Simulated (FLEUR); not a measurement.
CdTe: band structure with RPBE

**Experimental background.**

From a printed reference work, data compilation, for a bulk crystal of CdTe at 0 K: band gap 1.607 eV.

CdTe:

```
CELL_PARAMETERS angstrom
0.00000 3.20500 3.20500
3.20500 0.00000 3.20500
3.20500 3.20500 0.00000
ATOMIC_POSITIONS crystal
Te 0.75000 0.75000 0.75000
Cd 0.00000 0.00000 0.00000
```

```json
{
  "Program": "FLEUR MaX-R8.1 (later development tree)",
  "Task": "band structure",
  "Functional": "RPBE",
  "Potentials or basis": "all-electron",
  "Basis": "FLAPW",
  "Kmax": "4.26 1/bohr",
  "k mesh": "7 × 7 × 7",
  "Occupations": "fermi-dirac, width 0.05 eV",
  "Spin": "no spin polarisation",
  "Gmax": "13.2 1/bohr",
  "Muffin-tin radii": "Te 2.3, Cd 2.56 bohr",
  "lmax": "Te 9, Cd 10",
  "Local orbitals a species": "Te 6, Cd 5",
  "Max iterations": "60",
  "Mixing factor": "0.05",
  "Mixer": "Anderson",
  "Mixer history": "15",
  "Density convergence": "1e-05 me/bohr^3"
}
```

| Quantity | Value |
| --- | --- |
| Band gap on the k mesh | 1.24 eV, direct |
| Band gap along the path | 1.24 eV, direct |
| Valence electrons inside the program's atomic spheres | Te 19.09; Cd 18.59 (radii Te 2.3, Cd 2.56 bohr) |

Levels at the corners of the path, in eV from the valence-band top:
```csv
point,band 17,band 18,band 19,band 20,band 21,band 22,band 23,band 24,band 25,band 26
Γ,-8.02,-8.02,0.00,0.00,0.00,1.24,4.73,4.73,4.73,8.01
X,-7.99,-7.48,-4.36,-1.93,-1.93,2.88,2.90,9.37,9.51,9.51
W,-8.02,-7.39,-4.24,-2.37,-2.26,4.51,4.96,5.85,6.58,10.11
K,-8.01,-7.44,-4.26,-2.61,-1.60,3.15,4.79,7.69,7.70,8.26
Γ,-8.02,-8.02,0.00,0.00,0.00,1.24,4.73,4.73,4.73,8.01
L,-8.01,-7.64,-4.49,-0.81,-0.81,2.13,5.35,5.35,7.56,9.16
U,-8.01,-7.44,-4.26,-2.61,-1.60,3.15,4.79,7.69,7.70,8.26
W,-8.02,-7.39,-4.24,-2.37,-2.26,4.51,4.96,5.85,6.58,10.11
L,-8.01,-7.64,-4.49,-0.81,-0.81,2.13,5.35,5.35,7.56,9.16
K,-8.01,-7.44,-4.26,-2.61,-1.60,3.15,4.79,7.69,7.70,8.26
U,-8.01,-7.44,-4.26,-2.61,-1.60,3.15,4.79,7.69,7.70,8.26
X,-7.99,-7.48,-4.36,-1.93,-1.93,2.88,2.90,9.37,9.51,9.51
```

Core levels (eV from the Fermi level):
| atom | levels |
| --- | --- |
| 1 Te | 1s1/2 -31602.9, 2s1/2 -4839.7, 2p1/2 -4532.6, 2p3/2 -4258.3, 3s1/2 -958.5, 3p1/2 -832.5, 3p3/2 -781.3, 4s1/2 -158.8, 3d3/2 -559.7, 3d5/2 -549.0 |
| 2 Cd | 1s1/2 -26507.1, 2s1/2 -3930.6, 2p1/2 -3657.6, 2p3/2 -3465.2, 3s1/2 -729.4, 3p1/2 -620.2, 3p3/2 -585.8, 3d3/2 -393.1, 3d5/2 -386.1 |

It took 120 s on 1 thread of Arm Neoverse V2 (shared host), peak memory 0.08 GiB.

Measured gap of CdTe: 1.607 eV (0 K; a printed reference work, data compilation). This calculation gives 1.24 eV (-0.37 eV). Spin-orbit coupling on Cd, Te is left out. The value is that of RPBE, without temperature or zero-point motion. Semilocal functionals fall short of measured gaps as a rule.

Caveat: spin-orbit coupling is left out, which moves the levels of the heavy elements.
